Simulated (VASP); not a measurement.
Al2O3 (Corundum):

```xyz
10
Lattice="2.3803 1.3742 4.3319 -2.3803 1.3742 4.3319 0.0000 -2.7485 4.3319" Properties=species:S:1:pos:R:3 pbc="T T T"
Al    0.0000    0.0000   11.0743
Al    0.0000    0.0000    8.4191
Al    0.0000    0.0000    1.9213
Al    0.0000    0.0000    4.5765
O    -1.6503   -0.1099    5.4148
O     0.7300    1.4841    5.4148
O     0.9203   -1.3742    5.4148
O     1.6503    0.1099    7.5808
O    -0.7300   -1.4841    7.5808
O    -0.9203    1.3742    7.5808
```

Base run:

- Program: VASP 6.6.1
- Functional: BLYP
- Potentials or basis: VASP PAW PBE potentials, release 64 (Al, O)
- Cutoff: 520 eV
- k mesh: 7 × 7 × 7
- Occupations: fermi-dirac, width 0.05 eV
- Spin: no spin polarisation

Its results: band gap on the k mesh 6.48 eV, direct.

**Question.** The run is repeated on the same cell with these changes: functional from BLYP to AM05. What comes out?

**Answer.** Band gap on the k mesh 6.22 eV, direct.

Not every run made on this cell is shown here.
